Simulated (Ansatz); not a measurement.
Below is a relaxed structure of PbS. The cell was reached from a generator's guess, though it ends in a space group that the Crystallography Open Database lists for this formula.

Computed with DFT PBE, scalar-relativistic, plane waves, PAW in Ansatz 0.2.0. Cutoff 420 eV, Γ-centred mesh, Gaussian smearing, no spin polarisation.

```yaml
crystal:
  lattice:
    - [0.00000, 3.00404, 3.00404]
    - [3.00404, 0.00000, 3.00404]
    - [3.00404, 3.00404, 0.00000]
  atoms:
    - { symbol: Pb, position: [0.50000, 0.50000, 0.50000] }
    - { symbol: S, position: [0.00000, 0.00000, 0.00000] }
```

The zero of energy is the elements' standard structures at the same level; no fitted shifts are applied.

(1) Find its symmetry and describe it.

(2) What is its formation energy per atom?

(3) Is it a metal?

Answers

(1) Fm-3m (No. 225), the rock salt type. Conventional cell: a = 6.008 Å. Pb has 6 S at 3.00 Å; S is surrounded by 6 Pb at 3.00 Å.

(2) −0.550 eV/atom. It lies below the elements, which doesn't yet make it stable against other compounds or structures.

(3) No, the gap on the 12×12×12 mesh is 0.49 eV.

The last run used a 12×12×12 mesh for its 2-atom cell and Gaussian smearing of 0.02 eV. These runs have no spin–orbit coupling, which can matter for Pb. Kohn–Sham gaps at this level usually fall short of measured ones. The missing spin–orbit coupling can work the other way here. The reference form of S is held partly by dispersion forces, which this level lacks. Symmetry constrained the relaxation, so the result can be a saddle point.
